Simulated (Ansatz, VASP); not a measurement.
# Cross-check of TaO2 between VASP and Ansatz, part 2 of 2

One calculation is typed for both programs; each brings its own data sets. How far apart do they land? Of the first pair: The structure shown is the start of the Ansatz relaxation below; VASP solves that cell, so the two are compared at the walk's first step.

VASP 6.6.1 and Ansatz 0.2.0.

So far: The starting structure; Ansatz: relaxation, PBE; VASP: single point, PBE, start cell, pair 1.

**3. VASP: single point, PBE, start cell, pair 1 (continued)**

Level of this step: PBE; plane waves and PAW (Ta_pv, O) (VASP).

Numbers of over 12 decimals in the logs are rounded to 6 here.

OUTCAR, selected parts (step 3):

```text
ion  position               nearest neighbor table
   1  0.000  0.000  0.329-   2 2.34   3 2.34   2 2.37   3 2.37
   2  0.658  0.342  0.272-   1 2.34   1 2.37
   3  0.658  0.342  0.387-   1 2.34   1 2.37

  LATTYP: Found a base centered orthorhombic cell.
 ALAT       =     2.6846608406
 B/A-ratio  =     1.7245675594
 C/A-ratio  =    11.4998596966

 Subroutine GETGRP returns: Found  4 space group operations
 (whereof  2 operations were pure point group operations)

The static configuration has the point symmetry C_1h.
 The point group associated with its full space group is C_2v.

 Found    225 irreducible k-points:

   k-points           NKPTS =    225   k-points in BZ     NKDIM =    225   number of bands    NBANDS=     17

   dimension x,y,z NGX =    54 NGY =   20 NGZ =  240
   dimension x,y,z NGXF=   108 NGYF=   40 NGZF=  480

   ENCUT  =  520.0 eV  38.22 Ry    6.18 a.u.  13.15  4.98 57.40*2*pi/ulx,y,z

   NELECT =      23.0000    total number of electrons

 k-points in reciprocal lattice and weights: Automatic mesh
   0.00000000  0.00000000  0.00000000       0.001
   0.03448276  0.00000000  0.00000000       0.005
   0.06896552  0.00000000  0.00000000       0.005
   0.10344828  0.00000000  0.00000000       0.005
   0.13793103  0.00000000  0.00000000       0.005
   0.17241379  0.00000000  0.00000000       0.005
   0.20689655  0.00000000  0.00000000       0.005
   0.24137931  0.00000000  0.00000000       0.005
   0.27586207  0.00000000  0.00000000       0.005
[...]
0.44827586  0.48275862  0.00000000       0.002
   0.48275862  0.48275862  0.00000000       0.002

 dipolmoment           0.000000      0.000000      0.000002 electrons x Angstroem

 average (electrostatic) potential at core
       1 -49.2824       2 -81.4048       3 -81.4048

 E-fermi :  -6.9957

 k-point     1 :       0.0000    0.0000    0.0000
  band No.  band energies     occupation
    ...
      6     -13.0935      2.00000
      7      -8.8907      2.00000
      8      -7.9669      2.00000
      9      -7.4457      1.99975
     10      -7.4261      1.99963
     11      -6.6709      0.00301
     12      -6.5555      0.00030
     13      -4.8613      0.00000
     14      -4.7132      0.00000
     15      -1.1744      0.00000
    ...

 k-point     2 :       0.0345    0.0000    0.0000
  band No.  band energies     occupation
    ...
      6     -13.0357      2.00000
      7      -8.9037      2.00000
      8      -7.9595      2.00000
      9      -7.5114      1.99993
     10      -7.4050      1.99944
     11      -6.7082      0.00634
     12      -6.5794      0.00048
     13      -4.8938      0.00000
     14      -4.7016      0.00000
     15      -1.1147      0.00000
    ...

 k-point     3 :       0.0690    0.0000    0.0000
  band No.  band energies     occupation
    ...
      6     -12.8668      2.00000
      7      -8.9430      2.00000
      8      -7.9664      2.00000
      9      -7.6738      2.00000
     10      -7.3391      1.99792
     11      -6.8253      0.06405
     12      -6.6417      0.00168
     13      -5.0061      0.00000
     14      -4.6372      0.00000
     15      -1.1733      0.00000
    ...

  Total        7.0766370      6.7978278    -18.6382383     -0.0559771      0.0000000     -0.0000000
  in kB       59.0916968     56.7635693   -155.6339715     -0.4674226      0.0000000     -0.0000000
  external PRESSURE =     -13.2595685 kB  Pullay stress =       0.0000000 kB

  energy-cutoff  :      520.00
  volume of cell :      191.87
      direct lattice vectors                 reciprocal lattice vectors
     7.073356000  0.000000000  0.000000000     0.141375607 -0.406706547  0.000000000
     2.527611000  0.878625000  0.000000000     0.000000000  1.138141983  0.000000000
     0.000000000  0.000000000 30.873223000     0.000000000  0.000000000  0.032390528

 POSITION                                       TOTAL-FORCE (eV/Angst)
 -----------------------------------------------------------------------------------
      0.00000      0.00000     10.16900        -0.022911      0.004428      0.000000
      5.51871      0.30049      8.40069         0.011455     -0.002214      5.255738
      5.51871      0.30049     11.93731         0.011455     -0.002214     -5.255738
 -----------------------------------------------------------------------------------
    total drift:                                0.000372     -0.000617     -0.000020

  FREE ENERGIE OF THE ION-ELECTRON SYSTEM (eV)
  ---------------------------------------------------
  free  energy   TOTEN  =       -23.0692489936 eV

  energy  without entropy=      -23.0253858081  energy(sigma->0) =      -23.04731740

 vacuum level on the upper side and lower side of the slab         2.098         2.098

 total charge
# of ion       s       p       d       tot
------------------------------------------
    1        0.353   6.201   2.407   8.961
    2        1.612   3.152   0.000   4.764
    3        1.612   3.152   0.000   4.764
--------------------------------------------------
tot          3.576  12.506   2.407  18.489

[... 3 further parts left out ...]
```

This run has no spin polarisation. Its electron count is odd, so without a moment it is a metal by construction.

**4. Side by side**

Known differences besides the potentials themselves: Ansatz cuts the interaction across the vacuum, VASP repeats the sheet with a dipole correction (LDIPOL); the data sets hold 25 valence electrons in Ansatz (on its default PAW (the set named soft_2) files) and 23 in VASP; the cutoff is 420 eV in Ansatz and 520 eV in VASP. Total energies have different zeros and are not compared.

Forces (eV/Å; atoms numbered as in POSCAR):

```csv
atom,"Ansatz x, y, z","VASP x, y, z"
Ta1,"-0.020, 0.004, 0.000","-0.023, 0.004, 0.000"
O2,"0.010, -0.002, 5.326","0.011, -0.002, 5.256"
O3,"0.010, -0.002, -5.326","0.011, -0.002, -5.256"
```

The forces differ by 33 meV/Å r.m.s., which is 1.3 % of the r.m.s. force of 2.478 eV/Å (both taken over all components). Where the cell holds vacuum, a pressure given here is an average over it and none of the material.

**5. Ansatz: relaxation, PBE**

This run makes the geometry at which the two programs are then compared.

The structure compared here is the end of the Ansatz relaxation.

This is the run of step 2 again, met here at its other cell.

**6. VASP: single point, PBE, relaxed cell, pair 2**

The same cell, functional, mesh and smearing now go to VASP, with its own data sets.

INCAR reads:

```
SYSTEM = TaO2
PREC = Accurate
ENCUT = 520
EDIFF = 1E-06
NELM = 120
ISMEAR = -1
SIGMA = 0.05
LREAL = .FALSE.
ALGO = Normal
GGA = PE
NBANDS = 17
LASPH = .TRUE.
LORBIT = 11
LWAVE = .FALSE.
LCHARG = .FALSE.
ISIF = 2
LDIPOL = .TRUE.
IDIPOL = 3
DIPOL = 0.5 0.5 0.329
LVHAR = .TRUE.
GGA_COMPAT = .FALSE.
NELMDL = -8
KPAR = 2
```

POSCAR reads:

```
TaO2
1.0
    7.8272444815      0.0106186362      0.0000000000
    2.7983259911      0.9826341534      0.0000000000
    0.0000000000      0.0000000000     30.8732228568
Ta O
1 2
Direct
    0.0028020278      0.9971979722      0.3293792827
    0.6565989861      0.3434010139      0.2910047912
    0.6565989861      0.3434010139      0.3677537743
```

KPOINTS reads:

```
Automatic mesh
0
Gamma
29 29 1
0 0 0
```

Potentials, in the order of the species: Ta_pv and O (PBE family, release 64).

Run with:

```sh
> mpirun -np 2 vasp_std
```

The program printed:

```text
[... set-up lines as in an earlier step ...]
 entering main loop
       N       E                     dE             d eps       ncg     rms          rms(c)
DAV:   1     0.176262794751E+03    0.17626E+03   -0.10712E+04  9490   0.986E+02
DAV:   2    -0.109663655062E+02   -0.18723E+03   -0.18030E+03 10677   0.239E+02
DAV:   3    -0.331159303491E+02   -0.22150E+02   -0.22007E+02 10058   0.894E+01
DAV:   4    -0.334613921152E+02   -0.34546E+00   -0.34383E+00 11029   0.122E+01
[...]
DAV:  21    -0.286540318276E+02   -0.71395E-05   -0.23267E-07  7515   0.157E-03    0.275E-04
DAV:  22    -0.286540348681E+02   -0.30405E-05   -0.94754E-08  6910   0.107E-03    0.101E-04
DAV:  23    -0.286540357039E+02   -0.83582E-06   -0.13405E-08  5649   0.443E-04
   1 F= -.28654036E+02 E0= -.28645510E+02  d E =-.170523E-01
```

OUTCAR, selected parts (step 6):

```text
  Total        0.2194596      0.2697859      0.1545743      0.0101048      0.0000000     -0.0000000
  in kB        1.4864952      1.8273771      1.0469986      0.0684445      0.0000000     -0.0000000
  external PRESSURE =       1.4536236 kB  Pullay stress =       0.0000000 kB

 POSITION                                       TOTAL-FORCE (eV/Angst)
 -----------------------------------------------------------------------------------
      2.81242      0.97991     10.16900        -0.023468      0.004536      0.000000
      6.10031      0.34441      8.98426         0.011734     -0.002268     -0.087047
      6.10031      0.34441     11.35374         0.011734     -0.002268      0.087047
 -----------------------------------------------------------------------------------
    total drift:                                0.000884     -0.000218     -0.000014

  FREE ENERGIE OF THE ION-ELECTRON SYSTEM (eV)
  ---------------------------------------------------
  free  energy   TOTEN  =       -28.6540357039 eV

  energy  without entropy=      -28.6369833652  energy(sigma->0) =      -28.64550953

[... 1 part as in an earlier step ...]

[... 2 further parts left out ...]
[key lines of the parts left out:]
E-fermi :  -5.2262
```

**7. Side by side**

What differs besides the data sets and the points named for the pairs above, as far as they apply: the data sets hold 25 valence electrons in Ansatz (on its default PAW (the set named soft_2) files) and 23 in VASP. Total energies have different zeros and are not compared.

Forces (eV/Å; atoms numbered as in POSCAR):

```csv
atom,"Ansatz x, y, z","VASP x, y, z"
Ta1,"0.000, 0.000, 0.000","-0.023, 0.005, 0.000"
O2,"0.000, 0.000, -0.001","0.012, -0.002, -0.087"
O3,"0.000, 0.000, 0.001","0.012, -0.002, 0.087"
```

The forces differ by 42 meV/Å r.m.s., where the r.m.s. force is 0.000 eV/Å in Ansatz and 0.042 eV/Å in VASP: the atoms lie near their places of rest in Ansatz, so a percentage would say little (all taken over all components). Where the cell holds vacuum, a pressure given here is an average over it and none of the material.

**8. Results**

* r.m.s. force difference (single point, PBE, start cell, pair 1): 1.3 % of the r.m.s. force
* r.m.s. force difference (single point, PBE, relaxed cell, pair 2): 42 meV/Å

**Reading.** The r.m.s. force difference is 42 meV/Å (single point, PBE, relaxed cell, pair 2), beyond the 12 meV/Å picked in this series as the mark of a large difference. The data sets hold unlike numbers of valence electrons (25 in Ansatz and 23 in VASP), so part of the differences may come from the potentials. What causes the difference of the single point, PBE, relaxed cell, pair 2 pair stays open here. Such differences can come from data sets, numerical settings and the points named under the comparisons, not from the functional's error against experiment.

[Lines on the potential files, build, host, timing and source positions are cut from VASP's logs without a mark.]

[Logs are printed without paths, hosts, clocks, repeated set-up lines and the standing remarks that a program may print on its own settings, such as how far it seeks lower states.]

[Hosts, paths, dates, database ids (printed as entryN), source tags and the programs' standing remarks are cut or masked in the printed files.]
